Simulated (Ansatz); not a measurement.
A run of Ansatz 0.2.0:

The input input.yaml:

```yaml
crystal:
  lattice:
    - [0.0, 2.96366, 2.96366]
    - [2.96366, 0.0, 2.96366]
    - [2.96366, 2.96366, 0.0]
  atoms:
    - { symbol: Pb, position: [0.0, 0.0, 0.0] }
    - { symbol: F, position: [0.75, 0.75, 0.75] }
    - { symbol: F, position: [0.25, 0.25, 0.25] }
kpoints:
  mp_grid: { grid: [8, 8, 8] }
scf:
  occupations: { method: fermi_dirac, width: 0.05 }
hamiltonian:
  xc: pbesol
  pseudopotentials: { kind: all_electron, lapw: { basis_error: 0.002 } }
output:
  forces: true
  stress: true
relax:
  f_tol: 0.005
  max_steps: 60
  cell: { p_target: 10 }
```

Potentials or basis: all-electron LAPW, scalar-relativistic.

The run is started by

```console
$ ansatz run input.yaml --threads 2 --pin off --max-ram 8192MiB --backend cpu --events-out ev --progress --plain --runs-dir out
```

Hardware: 2 threads of Intel(R) Xeon(R) Platinum 8175M CPU @ 2.50GHz (Skylake/Cascade Lake) (shared host).

Estimate the wall time of this run.

It took 37 s on 2 threads of Intel(R) Xeon(R) Platinum 8175M CPU @ 2.50GHz (Skylake/Cascade Lake), on a shared host, peak memory 0.41 GiB. Counts: scf iterations 29, plane waves 531, k points 29, bands 30, ion steps 5.
